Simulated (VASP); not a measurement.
# TaS2 (P-3m1) in VASP: further runs

Aim: see how the results for TaS2 move with the level of theory and the settings. Levels: PBE, BLYP+D3. Tasks: single point, relaxation of cell and atoms.

Program: VASP 6.6.1. These are calculated values, not measurements. Logs are shortened: lines on timing, memory, paths and dates and some standing lists are left out, and cuts for length are marked.

**1. The crystal as given**

It takes space group P-3m1 (No. 164, trigonal). The conventional cell has a = 3.350 Å, b = 3.350 Å, c = 5.860 Å, α = 90.00°, β = 90.00°, γ = 120.00°. Ta (site symmetry -3m) has 6 S at 2.43 Å as nearest neighbours. S (site symmetry 3m) is surrounded by 3 Ta at 2.43 Å.

**2. Single point, PBE**

Contents of INCAR:

```
SYSTEM = TaS2
ALGO = Normal
EDIFF = 1E-6
ENCUT = 520
GGA = PE
ISIF = 2
ISMEAR = 0
LASPH = .TRUE.
LCHARG = .TRUE.
LELF = .TRUE.
LREAL = .FALSE.
LVHAR = .TRUE.
LWAVE = .FALSE.
NELM = 80
PREC = Accurate
SIGMA = 0.028000000000000004
```

Contents of KPOINTS:

```
k-points
0
G
  9 9 5
  0 0 0
```

Contents of POSCAR:

```
TaS2
1.0
    3.3500000000      0.0000000000      0.0000000000
   -1.6750000000      2.9011851027      0.0000000000
    0.0000000000      0.0000000000      5.8600000000
Ta S
1 2
Direct
    0.0000000000      0.0000000000      0.0000000000
    0.6666666667      0.3333333333      0.7500000000
    0.3333333333      0.6666666667      0.2500000000
```

Potentials or basis: VASP PAW PBE potentials, release 64 (Ta_pv, S).

Run with:

```bash
cat potpaw_PBE.64/Ta_pv/POTCAR potpaw_PBE.64/S/POTCAR > POTCAR
mpirun -np 1 vasp_std > vasp.out
```

OUTCAR:

```text
SYSTEM = TaS2
   EDIFF = 1E-6
   ENCUT = 520
   GGA = PE
   ISIF = 2
   ISMEAR = 0
   LASPH = .TRUE.
   LREAL = .FALSE.
   NELM = 80
   PREC = Accurate

 ion  position               nearest neighbor table
   1  0.000  0.000  0.000-   2 2.43   3 2.43   2 2.43   3 2.43   2 2.43   3 2.43
   2  0.667  0.333  0.750-   1 2.43   1 2.43   1 2.43
   3  0.333  0.667  0.250-   1 2.43   1 2.43   1 2.43

  LATTYP: Found a hexagonal cell.
 ALAT       =     3.3500000000
 C/A-ratio  =     1.7492537313

  Lattice vectors:

 A1 = (   3.3500000000,   0.0000000000,   0.0000000000)
 A2 = (  -1.6750000000,   2.9011851027,   0.0000000000)
 A3 = (   0.0000000000,   0.0000000000,   5.8600000000)

Analysis of symmetry for initial positions (statically):
=====================================================================
 Subroutine PRICEL returns:
 Original cell was already a primitive cell.

 Routine SETGRP: Setting up the symmetry group for a
 hexagonal supercell.

 Subroutine GETGRP returns: Found 12 space group operations
 (whereof 12 operations were pure point group operations)
 out of a pool of 24 trial point group operations.

The static configuration has the point symmetry D_3d.

Analysis of symmetry for dynamics (positions and initial velocities):
=====================================================================
 Subroutine PRICEL returns:
 Original cell was already a primitive cell.

 Routine SETGRP: Setting up the symmetry group for a
 hexagonal supercell.

 Subroutine GETGRP returns: Found 12 space group operations
 (whereof 12 operations were pure point group operations)
 out of a pool of 24 trial point group operations.

The dynamic configuration has the point symmetry D_3d.

 Subroutine INISYM returns: Found 12 space group operations
 (whereof 12 operations are pure point group operations),
 and found     1 'primitive' translations

----------------------------------------------------------------------------------------

                                     Primitive cell

  volume of cell :      56.9532

  direct lattice vectors                    reciprocal lattice vectors
     3.350000000  0.000000000  0.000000000     0.298507463  0.172343364  0.000000000
    -1.675000000  2.901185103  0.000000000     0.000000000  0.344686728  0.000000000
     0.000000000  0.000000000  5.860000000     0.000000000  0.000000000  0.170648464

  length of vectors
     3.350000000  3.350000000  5.860000000     0.344686728  0.344686728  0.170648464

  position of ions in fractional coordinates (direct lattice)
     0.000000000  0.000000000  0.000000000
     0.666666667  0.333333333  0.750000000
     0.333333333  0.666666667  0.250000000

  ion indices of the primitive-cell ions
   primitive index   ion index
                 1           1
                 2           2
                 3           3

----------------------------------------------------------------------------------------

 KPOINTS: k-points

Automatic generation of k-mesh.
 Grid dimensions read from file:
 generate k-points for:    9    9    5

 Generating k-lattice:

  Cartesian coordinates                     Fractional coordinates (reciprocal lattice)
     0.033167496  0.019149263  0.000000000     0.111111111 -0.000000000  0.000000000
     0.000000000  0.038298525  0.000000000     0.000000000  0.111111111  0.000000000
     0.000000000  0.000000000  0.034129693     0.000000000  0.000000000  0.200000000

  Length of vectors
     0.038298525  0.038298525  0.034129693

  Shift w.r.t. Gamma in fractional coordinates (k-lattice)
     0.000000000  0.000000000  0.000000000

 Subroutine IBZKPT returns following result:
 ===========================================

 Found     50 irreducible k-points:

 Following reciprocal coordinates:
            Coordinates               Weight
  0.000000  0.000000  0.000000      1.000000
  0.111111  0.000000  0.000000      6.000000
  0.222222  0.000000  0.000000      6.000000
  0.333333  0.000000  0.000000      6.000000
  0.444444  0.000000  0.000000      6.000000
  0.111111  0.111111  0.000000      6.000000
[... 16 lines left out ...]
  0.222222  0.111111  0.200000     12.000000
 -0.111111  0.333333  0.200000     12.000000
 [... further k-points ...]
   k-points           NKPTS =     50   k-points in BZ     NKDIM =     50   number of bands    NBANDS=     15
   number of dos      NEDOS =    301   number of ions     NIONS =      3
   total plane-waves  NPLWV =  37632
   dimension x,y,z NGX =    28 NGY =   28 NGZ =   48
   dimension x,y,z NGXF=    56 NGYF=   56 NGZF=   96
   ions per type =               1   2
   NGX,Y,Z   is equivalent  to a cutoff of  13.90, 13.90, 13.62 a.u.
   NGXF,Y,Z  is equivalent  to a cutoff of  27.79, 27.79, 27.23 a.u.
 SYSTEM =  TaS2
   PREC   = accura    normal or accurate (medium, high low for compatibility)
   ISTART =      0    job   : 0-new  1-cont  2-samecut
   ICHARG =      2    charge: 1-file 2-atom 10-const
   ISPIN  =      1    spin polarized calculation?
   LNONCOLLINEAR =      F non collinear calculations
   LSORBIT =      F    spin-orbit coupling
   LASPH  =      T    aspherical Exc in radial PAW
   ENCUT  =  520.0 eV  38.22 Ry    6.18 a.u.   6.23  6.23 10.90*2*pi/ulx,y,z
   NELM   =     80;   NELMIN=  2; NELMDL= -5     # of ELM steps
   EDIFF  = 0.1E-05   stopping-criterion for ELM
   LREAL  =      F    real-space projection
   EDIFFG = 0.1E-04   stopping-criterion for IOM
   NSW    =      0    number of steps for IOM
   IBRION =     -1    ionic relax: 0-MD 1-quasi-New 2-CG
   NFREE  =      0    steps in history (QN), initial steepest desc. (CG)
   ISIF   =      2    stress and relaxation
   ISYM   =      2    0-nonsym 1-usesym 2-fastsym
   POTIM  = 0.5000    time-step for ionic-motion
   TEBEG  =    0.0;   TEEND  =   0.0 temperature during run
   PSTRESS=    0.0 pullay stress
   NELECT =      23.0000    total number of electrons
   NUPDOWN=      -1.0000    fix difference up-down
   EMIN   =  10.00;   EMAX   =-10.00  energy-range for DOS
   EFERMI =   0.00;   METHOD = LEGACY
   ISMEAR =     0;   SIGMA  =   0.03  broadening in eV -4-tet -1-fermi 0-gaus
   EFERMI_NEDOS =   21; number of points for ismear=-14 and -15
   IALGO  =     38    algorithm
   IMIX   =      4    mixing-type and parameters
     AMIX     =   0.40;   BMIX     =  1.00
     AMIX_MAG =   1.60;   BMIX_MAG =  1.00
  volume/ion in A,a.u.               =      18.98       128.11
  Fermi-wavevector in a.u.,A,eV,Ry     =   1.210073  2.286706 19.922686  1.464276
  Thomas-Fermi vector in A             =   2.345631
   LORBIT       =      0    0 simple, 1 ext, 2 COOP (PROOUT), +10 PAW based schemes
   GGA     = PE    functional components
   LHFCALC =     F    Hartree Fock is set to
   AEXX    =    0.0000 exact exchange contribution
   IVDW    =     0    specifies the selected vdW correction
   LEPSILON=     F    determine dielectric tensor
   LRPA    =     F    only Hartree local field effects (RPA)
 non-spin polarized calculation
 Gauss-broadening in eV      SIGMA  =   0.03
  energy-cutoff  :      520.00
  volume of cell :       56.95
 maximum number of plane-waves:      1569
 NGX is ok and might be reduce to    28
   NGX = 13   NGY = 13   NGZ = 21

 number of electron      22.9999999 magnetization

 Free energy of the ion-electron system (eV)
  ---------------------------------------------------
  ext. energy  EPLUGINS =         0.00000000
  ---------------------------------------------------
  free energy    TOTEN  =       -23.01291193 eV

  energy without entropy =      -23.01186083  energy(sigma->0) =      -23.01238638

 E-fermi :   5.6693     XC(G=0): -10.5171

 val. band max:        5.6637437102   @ k =   0.2222   0.1111   0.0000
 cond. band min:       5.6726999454   @ k =   0.0000   0.0000   0.4000
 fundamental gap:      0.0089562352
 Fermi energy:         5.6692547784

 k-point     1 :       0.0000    0.0000    0.0000
  band No.  band energies     occupation
      1     -29.6002      2.00000
      2     -29.5789      2.00000
      3     -29.5789      2.00000
      4      -9.4863      2.00000
      5      -7.4016      2.00000
      6      -1.3253      2.00000
      7       1.4000      2.00000
      8       1.4000      2.00000
      9       4.3254      2.00000
     10       4.8735      2.00000
     11       4.8735      2.00000
     12       5.6988      0.13522
     13       5.6988      0.13522
     14       5.9507      0.00000
     15       9.7637      0.00000

 k-point     2 :       0.1111    0.0000    0.0000
  band No.  band energies     occupation
      1     -29.6150      2.00000
      2     -29.5933      2.00000
      3     -29.5870      2.00000
      4      -9.2936      2.00000
      5      -7.4115      2.00000
      6      -1.0957      2.00000
      7       1.1058      2.00000
      8       1.5010      2.00000
      9       3.6026      2.00000
     10       4.2147      2.00000
     11       4.4324      2.00000
     12       5.6981      0.14530
     13       6.3963      0.00000
     14       6.4227      0.00000
     15       9.4075      0.00000

 k-point     3 :       0.2222    0.0000    0.0000
  band No.  band energies     occupation
      1     -29.7053      2.00000
      2     -29.6077      2.00000
      3     -29.5756      2.00000
      4      -8.7717      2.00000
      5      -7.4330      2.00000
      6      -0.4850      2.00000
      7       0.6817      2.00000
      8       1.6830      2.00000
      9       1.7743      2.00000
     10       3.5618      2.00000
     11       4.0738      2.00000
     12       5.3300      2.00000
     13       7.1034      0.00000
     14       7.1338      0.00000
     15       9.7810      0.00000
[... 343 lines left out ...]
 k-point    23 :       0.2222    0.1111    0.2000
  band No.  band energies     occupation
      1     -29.7627      2.00000
      2     -29.6345      2.00000
      3     -29.5620      2.00000
      4      -8.2393      2.00000
      5      -7.5589      2.00000
      6       0.1496      2.00000
      7       0.4262      2.00000
      8       0.9594      2.00000
      9       1.9055      2.00000
     10       2.6145      2.00000
     11       3.3851      2.00000
     12       5.8872      0.00000
     13       6.7006      0.00000
     14       8.0279      0.00000
     15       9.5773      0.00000

 k-point    24 :      -0.1111    0.3333    0.2000
  band No.  band energies     occupation
      1     -29.7627      2.00000
      2     -29.6345      2.00000
      3     -29.5620      2.00000
      4      -8.2946      2.00000
      5      -7.4793      2.00000
      6      -0.2248      2.00000
      7       0.6380      2.00000
      8       0.9710      2.00000
      9       1.7516      2.00000
     10       2.7921      2.00000
     11       3.8067      2.00000
     12       5.4811      2.00000
     13       7.1340      0.00000
     14       8.1886      0.00000
     15       9.2411      0.00000

 [... further k-points ...]

------------------------ aborting loop because EDIFF is reached ----------------------------------------

  FORCE on cell =-STRESS in cart. coord.  units (eV):
  Direction    XX          YY          ZZ          XY          YZ          ZX
  --------------------------------------------------------------------------------------
  -------------------------------------------------------------------------------------
  Total        2.6459992      2.6459992      4.4611639      0.0000000      0.0000000      0.0000000
  in kB       74.4358961     74.4358961    125.4991826      0.0000000      0.0000000      0.0000000
  external PRESSURE =      91.4569916 kB  Pullay stress =       0.0000000 kB

 VOLUME and BASIS-vectors are now :
 -----------------------------------------------------------------------------
  energy-cutoff  :      520.00
  volume of cell :       56.95
      direct lattice vectors                 reciprocal lattice vectors
     3.350000000  0.000000000  0.000000000     0.298507463  0.172343364  0.000000000
    -1.675000000  2.901185103  0.000000000     0.000000000  0.344686728  0.000000000
     0.000000000  0.000000000  5.860000000     0.000000000  0.000000000  0.170648464

 POSITION                                       TOTAL-FORCE (eV/Angst)
 -----------------------------------------------------------------------------------
      0.00000      0.00000      0.00000        -0.000000      0.000000      0.000000
      1.67500      0.96706      4.39500         0.000000      0.000000     -1.259829
     -0.00000      1.93412      1.46500        -0.000000      0.000000      1.259829
 -----------------------------------------------------------------------------------
    total drift:                               -0.000000     -0.000000     -0.000000

  FREE ENERGIE OF THE ION-ELECTRON SYSTEM (eV)
  ---------------------------------------------------
  free  energy   TOTEN  =       -23.0129119303 eV

  energy  without entropy=      -23.0118608274  energy(sigma->0) =      -23.01238638
```

It took 27 s on 1 thread of Intel Xeon 6975P-C (Granite Rapids), shared host; peak memory 0.2 GiB.

What came out:

* Free energy: -23.0129 eV
* Pressure: 9.1 GPa
* Largest force: 1.260 eV/Å
* Band gap on the k mesh: none (metal or under the smearing width)

Forces in eV/Å, atoms in the order of the input:
```
Ta   0.000  0.000  0.000
S    0.000  0.000 -1.260
S    0.000  0.000  1.260
```

Levels at points of the mesh, in eV from the Fermi level:
```
           k point  band 9  band 10  band 11  band 12  band 13  band 14
(0.00, 0.00, 0.00)   -1.34    -0.80    -0.80     0.03     0.03     0.28
```

Caveat: this functional lacks dispersion, which binds the layers, so the pressure and a relaxed spacing across them are unreliable; forces of over 1 eV/Å show positions far from the minimum, so gaps and moduli don't describe the material at rest. Spin-orbit coupling is left out, which matters for the levels of Ta.

**3. Relaxation of cell and atoms, BLYP+D3**

Contents of INCAR:

```
SYSTEM = TaS2
PREC = Accurate
ENCUT = 600
EDIFF = 1E-6
ISMEAR = -1
SIGMA = 0.05
LREAL = .FALSE.
LASPH = .TRUE.
NELM = 100
ALGO = Normal
ISIF = 3
LWAVE = .FALSE.
LCHARG = .FALSE.
GGA = B5
ALDAX = 1.0
AGGAX = 1.0
AGGAC = 1.0
ALDAC = 0.0
IVDW = 11
VDW_S6 = 1.0
VDW_S8 = 1.682
VDW_SR = 1.094
VDW_SR8 = 1.0
IBRION = 2
NSW = 60
EDIFFG = -0.01
```

Contents of KPOINTS:

```
Automatic mesh
0
G
  9 9 5
  0 0 0
```

POSCAR is that of step 2.

Potentials or basis: VASP PAW PBE potentials, release 64 (Ta_pv, S).

Run with:

```bash
cat potpaw_PBE.64/Ta_pv/POTCAR potpaw_PBE.64/S/POTCAR > POTCAR
mpirun -np 1 vasp_std > vasp.out
```

It took 4.8 min on 1 thread of Intel Xeon 6975P-C (Granite Rapids), shared host; peak memory 0.24 GiB.

The run converged. Its results:

```yaml
Free_energy: -22.0966 eV
Relaxed_volume: 20.06 Å³/atom
Relaxed_cell: a = 3.436 Å, b = 3.436 Å, c = 5.885 Å, α = 90.00°, β = 90.00°, γ = 120.00°
Space_group_after_relaxing_to_0.05_Å: P-3m1 (No. 164)
Energy_gained_by_relaxing: 63.4 meV/atom
Ionic_steps: 15
Pressure_after_relaxing: 0.0 GPa
Band_gap_on_the_k_mesh: none (metal or under the smearing width)
Dispersion_energy_per_atom: -0.467 eV
```

Stress tensor (GPa, compression positive):
```
 0.07  0.00  0.00
 0.00  0.07  0.00
 0.00  0.00 -0.04
```

Step by step:
```csv
step,energy change (eV),largest force (eV/Å),pressure (GPa),volume (Å³)
1,0.0000,1.6171,12.07,56.95
2,0.3768,2.1639,-14.36,69.58
3,-0.1858,0.0674,-0.53,61.14
4,-0.1862,0.0040,-0.11,60.95
5,-0.1862,0.0238,0.11,60.87
6,-0.1879,0.0567,0.07,60.89
7,-0.1885,0.0992,0.01,60.91
8,-0.1886,0.0912,0.02,60.91
9,-0.1890,0.0173,-0.40,60.94
10,-0.1890,0.0089,-0.44,60.94
11,-0.1894,0.0076,-0.39,60.83
12,-0.1900,0.0032,-0.21,60.50
13,-0.1899,0.0060,0.25,59.83
14,-0.1902,0.0014,0.05,60.15
15,-0.1902,0.0005,0.03,60.19
```

Final structure:
```
CELL_PARAMETERS angstrom
3.43649 0.00000 0.00000
-1.71824 2.97608 0.00000
0.00000 0.00000 5.88491
ATOMIC_POSITIONS crystal
Ta 0.00000 0.00000 0.00000
S 0.66667 0.33333 0.74168
S 0.33333 0.66667 0.25832
```

Levels at points of the mesh, in eV from the Fermi level:
```csv
k point,band 8,band 9,band 10,band 11,band 12,band 13,band 14,band 15
"(0.00, 0.00, 0.00)",-3.92,-1.18,-0.86,-0.86,0.06,0.06,0.25,3.58
```

Caveat: the PAW data sets were made with another functional, which shifts forces and pressure a little. The run has no spin-orbit coupling, so splittings on Ta are missing.
